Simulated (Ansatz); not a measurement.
Here is an unrelaxed guess for MnSi.

```yaml
crystal:
  lattice:
    - [0.00000, 2.43642, 2.43642]
    - [2.43642, 0.00000, 2.43642]
    - [2.43642, 2.43642, 0.00000]
  atoms:
    - { symbol: Mn, position: [0.00000, 0.00000, 0.00000] }
    - { symbol: Si, position: [0.50000, 0.50000, 0.50000] }
```

Theory: Ansatz, DFT PBE, scalar-relativistic, plane waves, PAW. Settings: cutoff 420 eV, Γ-centred mesh 6×6×6 on the computed 2-atom cell, Gaussian smearing of 0.10 eV; collinear spin from starting moments 4.0 0.0 μB.

The zero of energy is the elements' standard structures at the same level; no fitted shifts are applied.

Q: How far from equilibrium is it?

A: The pressure is -2.4 GPa (it wants to contract), the largest force is 0.00 eV/Å (symmetry fixes the atoms), and the energy is +0.16 eV/atom against the elements. The shortest distance is 2.44 Å.

Q: Is it a good guess?

A: A good one: relaxing gains under 0.1 eV/atom (the start's value is from the coarse mesh, so the gain is rough) in 4 ionic steps and ends at +0.16 eV/atom on the finer mesh. The symmetry stays Fm-3m (No. 225). The end has the rock salt type. The volume per atom shrinks by 1.6 %, from 14.5 to 14.2 Å³. The shortest distance goes from 2.44 Å (Mn–Si) to 2.42 Å (Mn–Si). Conventional cell: a = 4.846 Å. Mn has 6 Si at 2.42 Å; Si has 6 Mn at 2.42 Å.

The last run used collinear spin, a 20×20×20 mesh for its 2-atom cell and Gaussian smearing of 0.10 eV. The magnetic state reached may not be the lowest. The relaxation can't lower the symmetry of the start, and the grade says only how near the guess is to its own end. A structure relaxed within its symmetry needn't be a true minimum. Another cell of MnSi relaxed alike, in P2_13 (a cell as deposited in COD), lies 0.61 eV/atom lower, so this cell isn't the stable form at this level.
